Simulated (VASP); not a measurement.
# BN (F-43m) in VASP: elastic constants with PBEsol

Aim: the elastic constants of BN with PBEsol.

All numbers are computed with VASP 6.6.1; they aren't measurements. Logs are shortened: lines on timing, memory, paths and dates and some standing lists are left out, and cuts for length are marked.

### 1 Starting point

It takes space group F-43m (No. 216, cubic). The conventional cell has a = 3.607 Å, b = 3.607 Å, c = 3.607 Å, α = 90.00°, β = 90.00°, γ = 90.00°. B (site symmetry -43m) is surrounded by 4 N at 1.56 Å. N (site symmetry -43m) has 4 B at 1.56 Å as nearest neighbours.

The cell was built by a generator and needn't be a form met in nature.

### 2 Elastic constants, PBEsol

Input file POSCAR:

```
BN
1.0
   -0.0000000000      1.8033210293      1.8033210293
    1.8033210293     -0.0000000000      1.8033210293
    1.8033210293      1.8033210293      0.0000000000
  B               N
     1     1
Direct
     0.0000000000000000    0.0000000000000000    0.0000000000000000
     0.2500000000000000    0.2500000000000000    0.2500000000000000
```

Input file INCAR.step1:

```
PREC     = Accurate       # precision mode
ENCUT    = 600            # plane-wave cutoff, eV
EDIFF    = 1E-8           # SCF threshold, eV
ISMEAR   = -1             # smearing method
SIGMA    = 0.05           # smearing width, eV
LREAL    = F              # projectors in reciprocal space
LASPH    = T              # aspherical terms in the spheres
NELM     = 100            # most SCF steps
ALGO     = Normal         # electronic algorithm
ISIF     = 3              # what is computed and relaxed
LWAVE    = F              # write WAVECAR
LCHARG   = F              # write CHGCAR
GGA      = PS             # functional
KPAR     = 4            
IBRION   = 2              # ionic algorithm
NSW      = 40             # ionic steps
EDIFFG   = -0.002         # ionic threshold
```

Input file INCAR.step2:

```
PREC     = Accurate       # precision mode
ENCUT    = 600            # plane-wave cutoff, eV
EDIFF    = 1E-8           # SCF threshold, eV
ISMEAR   = -1             # smearing method
SIGMA    = 0.05           # smearing width, eV
LREAL    = F              # projectors in reciprocal space
LASPH    = T              # aspherical terms in the spheres
NELM     = 100            # most SCF steps
ALGO     = Normal         # electronic algorithm
ISIF     = 3              # what is computed and relaxed
LWAVE    = F              # write WAVECAR
LCHARG   = F              # write CHGCAR
GGA      = PS             # functional
KPAR     = 4            
IBRION   = 6              # ionic algorithm
NFREE    = 2            
POTIM    = 0.015          # step
NSW      = 1              # ionic steps
```

Input file KPOINTS:

```
Automatic mesh
0
Gamma
  10 10 10
```

Potentials or basis: VASP PAW PBE potentials, release 64 (B, N).

Command:

```sh
> cat potpaw_PBE.64/B/POTCAR potpaw_PBE.64/N/POTCAR > POTCAR
> cp INCAR.step1 INCAR
> mpirun -np 4 vasp_std > vasp.out
> cp CONTCAR POSCAR
> cp INCAR.step2 INCAR
> mpirun -np 4 vasp_std > vasp.out
```

OUTCAR:

```text
PREC = Accurate
   ENCUT = 600
   EDIFF = 1E-8
   ISMEAR = -1
   LREAL = F
   LASPH = T
   NELM = 100
   ISIF = 3
   GGA = PS
   IBRION = 6
   NFREE = 2
   POTIM = 0.015
   NSW = 1

 ion  position               nearest neighbor table
   1  0.000  0.000  0.000-   2 1.56   2 1.56   2 1.56   2 1.56
   2  0.250  0.250  0.250-   1 1.56   1 1.56   1 1.56   1 1.56

  LATTYP: Found a face centered cubic cell.
 ALAT       =     3.6066420586

  Lattice vectors:

 A1 = (   0.0000000000,   1.8033210293,   1.8033210293)
 A2 = (   1.8033210293,   0.0000000000,   1.8033210293)
 A3 = (   1.8033210293,   1.8033210293,   0.0000000000)

Analysis of symmetry for initial positions (statically):
=====================================================================
 Subroutine PRICEL returns:
 Original cell was already a primitive cell.

 Routine SETGRP: Setting up the symmetry group for a
 face centered cubic supercell.

 Subroutine GETGRP returns: Found 24 space group operations
 (whereof 24 operations were pure point group operations)
 out of a pool of 48 trial point group operations.

The static configuration has the point symmetry T_d .

Analysis of symmetry for dynamics (positions and initial velocities):
=====================================================================
 Subroutine PRICEL returns:
 Original cell was already a primitive cell.

 Routine SETGRP: Setting up the symmetry group for a
 face centered cubic supercell.

 Subroutine GETGRP returns: Found 24 space group operations
 (whereof 24 operations were pure point group operations)
 out of a pool of 48 trial point group operations.

The dynamic configuration has the point symmetry T_d .

 Subroutine INISYM returns: Found 24 space group operations
 (whereof 24 operations are pure point group operations),
 and found     1 'primitive' translations

----------------------------------------------------------------------------------------

                                     Primitive cell

  volume of cell :      11.7287

  direct lattice vectors                    reciprocal lattice vectors
     0.000000000  1.803321029  1.803321029    -0.277266217  0.277266217  0.277266217
     1.803321029  0.000000000  1.803321029     0.277266217 -0.277266217  0.277266217
     1.803321029  1.803321029  0.000000000     0.277266217  0.277266217 -0.277266217

  length of vectors
     2.550281057  2.550281057  2.550281057     0.480239175  0.480239175  0.480239175

  position of ions in fractional coordinates (direct lattice)
     0.000000000  0.000000000  0.000000000
     0.250000000  0.250000000  0.250000000

  ion indices of the primitive-cell ions
   primitive index   ion index
                 1           1
                 2           2

----------------------------------------------------------------------------------------

 KPOINTS: Automatic mesh

Automatic generation of k-mesh.
 Grid dimensions read from file:
 generate k-points for:   10   10   10

 Generating k-lattice:

  Cartesian coordinates                     Fractional coordinates (reciprocal lattice)
    -0.027726622  0.027726622  0.027726622     0.100000000  0.000000000  0.000000000
     0.027726622 -0.027726622  0.027726622     0.000000000  0.100000000  0.000000000
     0.027726622  0.027726622 -0.027726622     0.000000000  0.000000000  0.100000000

  Length of vectors
     0.048023918  0.048023918  0.048023918

  Shift w.r.t. Gamma in fractional coordinates (k-lattice)
     0.000000000  0.000000000  0.000000000

 Subroutine IBZKPT returns following result:
 ===========================================

 Found     47 irreducible k-points:

 Following reciprocal coordinates:
[... 81 lines left out ...]

--------------------------------------- Ionic step        1  -------------------------------------------

 number of electron       7.9999999 magnetization

 Free energy of the ion-electron system (eV)
  ---------------------------------------------------
  ext. energy  EPLUGINS =         0.00000000
  ---------------------------------------------------
  free energy    TOTEN  =       -18.35070275 eV

  energy without entropy =      -18.35070275  energy(sigma->0) =      -18.35070275

------------------------ aborting loop because EDIFF is reached ----------------------------------------

  FORCE on cell =-STRESS in cart. coord.  units (eV):
  Direction    XX          YY          ZZ          XY          YZ          ZX
  --------------------------------------------------------------------------------------
  -------------------------------------------------------------------------------------
  Total        0.0010560      0.0010560      0.0010560     -0.0000000      0.0000000     -0.0000000
  in kB        0.1442572      0.1442572      0.1442572     -0.0000000      0.0000000     -0.0000000
  external PRESSURE =       0.1442572 kB  Pullay stress =       0.0000000 kB
[... 89 lines left out ...]
  FREE ENERGIE OF THE ION-ELECTRON SYSTEM (eV)
  ---------------------------------------------------
  free  energy   TOTEN  =       -18.3440871399 eV

  energy  without entropy=      -18.3440871399  energy(sigma->0) =      -18.34408714

[... ionic steps 4 to 14 ...]

--------------------------------------- Ionic step       15  -------------------------------------------

 number of electron       7.9999999 magnetization

------------------------ aborting loop because EDIFF is reached ----------------------------------------
[... 67 lines left out ...]
--------------------------------------- Ionic step       17  -------------------------------------------

 number of electron       7.9999999 magnetization

 Free energy of the ion-electron system (eV)
  ---------------------------------------------------
  ext. energy  EPLUGINS =         0.00000000
  ---------------------------------------------------
  free energy    TOTEN  =       -18.34792529 eV

  energy without entropy =      -18.34792529  energy(sigma->0) =      -18.34792529

 E-fermi :   8.4527     XC(G=0): -13.0502

 val. band max:        7.5814917571   @ k =   0.0000   0.0000   0.0000
 cond. band min:      11.7294189619   @ k =   0.5000   0.5000   0.0000
 fundamental gap:      4.1479272048
 Fermi energy:         8.4526994520

 k-point     1 :       0.0000    0.0000    0.0000
  band No.  band energies     occupation
      1     -12.8842      2.00000
      2       7.3104      2.00000
      3       7.4504      2.00000
      4       7.5815      2.00000
      5      16.1368      0.00000
      6      16.2386      0.00000
      7      16.3561      0.00000
      8      17.8298      0.00000
[... 243 lines left out ...]
 k-point    24 :       0.4000    0.3000    0.0000
  band No.  band energies     occupation
      1      -9.0572      2.00000
      2       0.5880      2.00000
      3       2.9127      2.00000
      4       3.3158      2.00000
      5      13.4011      0.00000
      6      18.0034      0.00000
      7      22.9473      0.00000
      8      23.1048      0.00000

 [... further k-points ...]

------------------------ aborting loop because EDIFF is reached ----------------------------------------

  FORCE on cell =-STRESS in cart. coord.  units (eV):
  Direction    XX          YY          ZZ          XY          YZ          ZX
  --------------------------------------------------------------------------------------
  -------------------------------------------------------------------------------------
  Total        0.0042760      0.0069309      0.0069309      0.0000000      0.0385308      0.0000000
  in kB        0.5841172      0.9467875      0.9467875      0.0000000      5.2634438      0.0000000
  external PRESSURE =       0.8258974 kB  Pullay stress =       0.0000000 kB
[... 17 lines left out ...]
  FREE ENERGIE OF THE ION-ELECTRON SYSTEM (eV)
  ---------------------------------------------------
  free  energy   TOTEN  =       -18.3479252885 eV

  energy  without entropy=      -18.3479252885  energy(sigma->0) =      -18.34792529

 INTERNAL STRAIN TENSORS FROM STRAINED CELLS
 ============================================

 INTERNAL STRAIN TENSOR FOR ION    1 for displacements in x,y,z  (eV/Angst):
          X           Y           Z          XY          YZ          ZX
  --------------------------------------------------------------------------------
  x    -0.00000    -0.00000    -0.00000     0.00000     2.56949     0.00000
  y     0.00000    -0.00000    -0.00000     0.00000    -0.00000     2.56940
  z     0.00000    -0.00000     0.00000     2.56957     0.00000     0.00000

 INTERNAL STRAIN TENSORS FROM DISPLACED ATOMS
 ============================================

 INTERNAL STRAIN TENSOR FOR ION    1 for displacements in x,y,z  (eV/Angst):
          X           Y           Z          XY          YZ          ZX
  --------------------------------------------------------------------------------
  x     0.00000     0.00000     0.00000     0.00000     2.57641     0.00000
  y    -0.00000     0.00000    -0.00000     0.00000     0.00000     2.57641
  z     0.00000     0.00000     0.00000     2.57641     0.00000     0.00000

 INTERNAL STRAIN TENSOR FOR ION    2 for displacements in x,y,z  (eV/Angst):
          X           Y           Z          XY          YZ          ZX
  --------------------------------------------------------------------------------
  x     0.00000     0.00000     0.00000     0.00000    -2.56856     0.00000
  y     0.00000     0.00000     0.00000     0.00000     0.00000    -2.56856
  z     0.00000     0.00000     0.00000    -2.56856     0.00000     0.00000

 Eigenvectors and eigenvalues of the dynamical matrix
 ----------------------------------------------------

   1 f  =   31.446975 THz   197.587169 2PiTHz 1048.958166 cm-1   130.054179 meV
             X         Y         Z           dx          dy          dz
      0.000000  0.000000  0.000000    -0.751215    0.000000    0.000000
      0.901661  0.901661  0.901661     0.660058    0.000000    0.000000
[... 21 lines left out ...]
   6 f/i=    0.001279 THz     0.008035 2PiTHz    0.042657 cm-1     0.005289 meV
             X         Y         Z           dx          dy          dz
      0.000000  0.000000  0.000000     0.000000    0.000000   -0.660058
      0.901661  0.901661  0.901661     0.000000    0.000000   -0.751215

--------------------------------------------------------------------------------------------------------

 ELASTIC MODULI CONTR FROM IONIC RELAXATION (kBar)
 Direction    XX          YY          ZZ          XY          YZ          ZX
 --------------------------------------------------------------------------------
 XX          -0.0000     -0.0000     -0.0000      0.0000     -0.0000      0.0000
 YY          -0.0000     -0.0000     -0.0000      0.0000      0.0000     -0.0000
 ZZ          -0.0000     -0.0000     -0.0000     -0.0000      0.0000      0.0000
 XY           0.0000      0.0000     -0.0000    -36.6229      0.0000      0.0000
 YZ          -0.0000      0.0000      0.0000      0.0000    -36.6229      0.0000
 ZX           0.0000     -0.0000      0.0000      0.0000      0.0000    -36.6229
 --------------------------------------------------------------------------------

 TOTAL ELASTIC MODULI (kBar)
 Direction    XX          YY          ZZ          XY          YZ          ZX
 --------------------------------------------------------------------------------
 XX        7926.9966   1840.0960   1840.0960     -0.0000     -0.0000     -0.0000
 YY        1840.0960   7926.9966   1840.0960     -0.0000     -0.0000     -0.0000
 ZZ        1840.0960   1840.0960   7926.9966     -0.0000     -0.0000     -0.0000
 XY          -0.0000     -0.0000     -0.0000   4573.5580      0.0000      0.0000
 YZ          -0.0000     -0.0000     -0.0000      0.0000   4573.5580      0.0000
 ZX          -0.0000     -0.0000     -0.0000      0.0000      0.0000   4573.5580
 --------------------------------------------------------------------------------
```

It took 52 s on 4 MPI ranks of Intel Xeon Platinum 8488C (Sapphire Rapids), shared host; peak memory 0.19 GiB.

Results:

| Quantity | Value |
| --- | --- |
| Elastic constants C11, C12, C44 | 793, 184, 457 GPa |
| Voigt bulk modulus | 387 GPa |
| Highest phonon frequency at Γ, LO-TO splitting left out | 1049 cm⁻¹ |

Phonon frequencies in cm⁻¹ (negative: imaginary):
| q point | frequencies |
| --- | --- |
| (0.000, 0.000, 0.000) | 0 0 0 1049 1049 1049 |

Elastic tensor in Voigt notation (GPa, in the Cartesian axes of the cell as first typed):
```
793 184 184   0   0   0
184 793 184   0   0   0
184 184 793   0   0   0
  0   0   0 457   0   0
  0   0   0   0 457   0
  0   0   0   0   0 457
```

Clamped-ion elastic tensor (GPa):
```
793 184 184   0   0   0
184 793 184   0   0   0
184 184 793   0   0   0
  0   0   0 461   0   0
  0   0   0   0 461   0
  0   0   0   0   0 461
```

Caveat: the PAW data sets were made with another functional, which shifts forces and pressure a little.
